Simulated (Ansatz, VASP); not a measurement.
Ti: VASP beside Ansatz

```
Ti
1.0
    -1.66791    1.66791    1.66791
     1.66791   -1.66791    1.66791
     1.66791    1.66791   -1.66791
Ti
1
Direct
  0.00000 0.00000 0.00000
```

Change from the starting cell: volume scaled by 1.05, crystal datasets.

Alike in both runs: task electric field gradients; functional PBEsol; k mesh 14 × 14 × 14; occupations fermi-dirac, width 0.05 eV; no spin polarisation.

|  | VASP | Ansatz |
| --- | --- | --- |
| version | VASP 6.6.1 | Ansatz 0.2.0 |
| potentials or method | VASP PAW PBE potentials, release 64 (Ti_sv), cutoff 520 eV | all-electron PAW with datasets made for the crystal, scalar-relativistic |

VASP gave:

| Item | Value |
| --- | --- |
| pressure (GPa) | -10.8 |
| Vzz of the field gradient on the site that differs most (V/Å²) | 0.0 |

Question: Estimate Ansatz's values.

Answer: Pressure (GPa): -10.7; Vzz of the field gradient on the site that differs most (V/Å²): 0.0.

Ansatz ran all-electron here, so the differences hold the error of VASP's frozen core and of both bases.

Caveats: the PAW data sets were made with another functional, which shifts forces and pressure a little (VASP).
